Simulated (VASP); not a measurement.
Set up this calculation in VASP 6.6.1, as the native input.

* Task: single point
* Functional: PBE
* Potentials or basis: VASP PAW PBE potentials, release 64 (Sb)
* Cutoff: 520 eV
* k mesh: 6 × 6 × 6
* Occupations: fermi-dirac, width 0.05 eV
* Spin: no spin polarisation
* Further INCAR settings: ALGO = Normal; EDIFF = 1e-07; NBANDS = 14

The structure of Sb lies in POSCAR:

```
Sb
1.0
    4.5784500000      0.0000000000      0.0000000000
    0.0000000000      4.5784500000      0.0000000000
    0.0000000000      0.0000000000      4.5784500000
Sb
3
Direct
    0.5000000000      0.5000000000      0.0000000000
    0.5000000000      0.0000000000      0.5000000000
    0.0000000000      0.5000000000      0.5000000000
```

The cell was built by a generator and needn't be a form met in nature.

These files were run (other wordings do the same):

INCAR

```
SYSTEM = Sb
PREC     = Accurate       ! precision mode
ENCUT    = 520            ! plane-wave cutoff, eV
EDIFF    = 1E-7           ! SCF threshold, eV
ISMEAR   = -1             ! smearing method
SIGMA    = 0.05           ! smearing width, eV
LREAL    = .FALSE.        ! projectors in reciprocal space
LASPH    = .TRUE.         ! aspherical terms in the spheres
NELM     = 60             ! most SCF steps
ALGO     = Normal         ! electronic algorithm
ISIF     = 2              ! what is computed and relaxed
LWAVE    = .FALSE.        ! write WAVECAR
LCHARG   = .FALSE.        ! write CHGCAR
GGA      = PE             ! functional
NBANDS   = 14             ! bands
```

KPOINTS

```
Automatic mesh
0
G
  6 6 6
  0 0 0
```

Potentials or basis: VASP PAW PBE potentials, release 64 (Sb).

Command:

```bash
$ cat potpaw_PBE.64/Sb/POTCAR > POTCAR
$ mpirun -np 1 vasp_std > vasp.out
```

It gave:

```json
{
  "Pressure": "0.0 GPa",
  "Band gap on the k mesh": "none (metal or under the smearing width)"
}
```

Wall time 42 s on 1 thread of AMD EPYC 7R43 64-Core Processor (Zen 3), with other jobs on the host, peak memory 0.17 GiB.
